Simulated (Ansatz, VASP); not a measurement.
# One calculation of BeS, two programs

The input POSCAR:

```
BeS
1.0
    0.0000000000      2.5723313936      2.5723313936
    2.5723313936      0.0000000000      2.5723313936
    2.5723313936      2.5723313936      0.0000000000
Be S
1 1
Direct
    0.0000000000      0.0000000000      0.0000000000
    0.2500000000      0.2500000000      0.2500000000
```

File INCAR.step1:

```
SYSTEM = BeS
ALGO     = Normal         ! electronic algorithm
EDIFF    = 1E-4           ! SCF threshold, eV
ENCUT    = 520            ! plane-wave cutoff, eV
GGA      = PE             ! functional
ISMEAR   = 0              ! smearing method
LASPH    = .TRUE.         ! aspherical terms in the spheres
LCHARG   = .FALSE.        ! write CHGCAR
LREAL    = .FALSE.        ! projectors in reciprocal space
LWAVE    = .TRUE.         ! write WAVECAR
NBANDS   = 11             ! bands
NELM     = 60             ! most SCF steps
PREC     = Accurate       ! precision mode
SIGMA    = 0.01           ! smearing width, eV
```

Contents of INCAR.step2:

```
SYSTEM = BeS
ALGO     = Normal         ! electronic algorithm
EDIFF    = 1E-6           ! SCF threshold, eV
ENCUT    = 520            ! plane-wave cutoff, eV
ISIF     = 2              ! what is computed and relaxed
ISMEAR   = 0              ! smearing method
ISTART   = 1            
LASPH    = .TRUE.         ! aspherical terms in the spheres
LCHARG   = .FALSE.        ! write CHGCAR
LMIXTAU  = .TRUE.       
LREAL    = .FALSE.        ! projectors in reciprocal space
LWAVE    = .FALSE.        ! write WAVECAR
METAGGA  = R2SCAN         ! meta-GGA
NBANDS   = 11             ! bands
NELM     = 60             ! most SCF steps
PREC     = Accurate       ! precision mode
SIGMA    = 0.01           ! smearing width, eV
```

File KPOINTS:

```
k-points
0
G
  10 10 10
  0 0 0
```

Input for Ansatz:

```yaml
crystal:
  lattice:
    - [0.0, 2.5723313936, 2.5723313936]
    - [2.5723313936, 0.0, 2.5723313936]
    - [2.5723313936, 2.5723313936, 0.0]
  atoms:
    - { symbol: Be, position: [0.0, 0.0, 0.0] }
    - { symbol: S, position: [0.25, 0.25, 0.25] }
kpoints:
  mp_grid: { grid: [10, 10, 10] }
  band_path:
    path:
      - [0.0, 0.0, 0.0]
      - [-0.5, -0.5, 0.0]
      - [-0.375, -0.375, 0.25]
      - [-0.375, 0.0, 0.375]
      - [0.0, 0.0, 0.5]
      - [-0.5, -0.25, 0.25]
      - [-0.0375, 0.0, 0.0375]
    npoints: 1
hamiltonian:
  xc: r2scan
scf:
  occupations: { method: fixed }
  n_extra_bands: 4
output:
  forces: true
  stress: true
  eigenvalues: true
```

Change from the starting cell: hydrostatic strain +5.7%.

Alike in both runs: task single point; functional r2SCAN; k mesh 10 × 10 × 10; no spin polarisation.

```csv
,VASP,Ansatz
version,VASP 6.6.1,Ansatz 0.2.0
potentials or method,"VASP PAW PBE potentials, release 64 (Be, S)","plane waves, PAW"
plane-wave cutoff (eV),520,500
occupations,"gaussian, width 0.01 eV",fixed
valence electrons in the cell,8,8
```

```csv
,VASP,Ansatz,Ansatz less VASP
gap on the k mesh at the Fermi level (eV),3.89,3.89,-0.009
pressure (GPa),-11.8,-11.8,-0.04
```

Caveats: the PAW data sets were made with another functional, which shifts forces and pressure a little (VASP). A k mesh can miss the band edges.
